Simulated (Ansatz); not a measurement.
An Ansatz (a quantum-chemistry and plane-wave program) input (PBEsol (Ansatz; PAW; 420 eV plane waves; without spin-orbit coupling)):

Ansatz 0.2 input:
```yaml
crystal:
  lattice:
    - [4.2890950179, 0, 0]
    - [0, 6.0656963446, 0]
    - [0, 0, 21.4336425268]
  atoms:
    - { symbol: Te, position: [0.75, 0.5, 0.3499171917] }
    - { symbol: Zn, position: [0.25, 0.25, 0.3499171917] }
    - { symbol: Te, position: [1.25, 1, 0.4499723972] }
    - { symbol: Zn, position: [0.75, 0.75, 0.4499723972] }
    - { symbol: Te, position: [1.75, 1.5, 0.5500276028] }
    - { symbol: Zn, position: [1.25, 1.25, 0.5500276028] }
    - { symbol: Te, position: [2.25, 2, 0.6500828083] }
    - { symbol: Zn, position: [1.75, 1.75, 0.6500828083] }
basis: { ecutwfc: 420, ecutrho_ratio: 4, xc_grid: 2, fft_grid_basis: typed }
kpoints: { mp_grid: { grid: [8, 6, 1] } }
hamiltonian:
  xc: pbesol
  dispersion: none
  pseudopotentials: { kind: paw }
scf: { occupations: { method: fermi_dirac, width: 0.05 }, convergence: { dr2_threshold: 0.0000000008 } }
relax: { f_tol: 0.01, max_steps: 50 }
output: { forces: true, stress: true }
checkpoint: { write: state.ck, write_every: 1000 }
```

Q: Which symmetry and how many k-points will the program report, and about how many plane waves at Γ?

A: Space group Pmn21 (ITA 31) with 4 operations, k-points 20 of 48, and 10917 plane waves at Γ.

No phonon test of stability was made. The cell was made from ZnTe in the zinc blende structure (space group F-43m, No. 216) by this change: a free-standing slab of 4 layers (8 atoms, 2 a layer) is cut normal to [110], with 15 Å of vacuum and the in-plane cell held at bulk.
